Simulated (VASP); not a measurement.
# Zn: electric field gradients, by potentials

Zn, P6_3/mmc (no. 194), 2 atoms in the cell.

| Potentials | Vzz of the first element (V/Å²) | Time (s) |
|---|---|---|
| Zn | 39.02 | 23 |
| Zn_GW | 38.16 | 24 |
| Zn_sv_GW | 39.69 | 48 |

## Input of the first row

INCAR:
```
ALGO = Normal
EDIFF = 1E-7
ENCUT = 550
GGA = PE
ISMEAR = 1
KPAR = 2
LASPH = True
LCHARG = False
LEFG = True
LREAL = False
LWAVE = False
NELM = 120
PREC = Accurate
QUAD_EFG = 150
SIGMA = 0.1
```

KPOINTS:
```
k-points
0
Gamma
  19 19 9
```

POSCAR:
```
Zn
1.0
    2.6700000000      0.0000000000      0.0000000000
   -1.3350000000      2.3122878281      0.0000000000
    0.0000000000      0.0000000000      4.9660000000
Zn
2
Direct
    0.6666666667      0.3333333333      0.7500000000
    0.3333333333      0.6666666667      0.2500000000
```

Commands:
```
cat potpaw_PBE.64/Zn/POTCAR > POTCAR
mpirun -np 2 vasp_std > vasp.out
```

Changes of the last row against the first:
```
- cat potpaw_PBE.64/Zn/POTCAR > POTCAR
+ cat potpaw_PBE.64/Zn_sv_GW/POTCAR > POTCAR
```

VASP 6.6.1 took 23 s on 2 cores (AMD EPYC 9R45 (Zen 5)), a shared host.
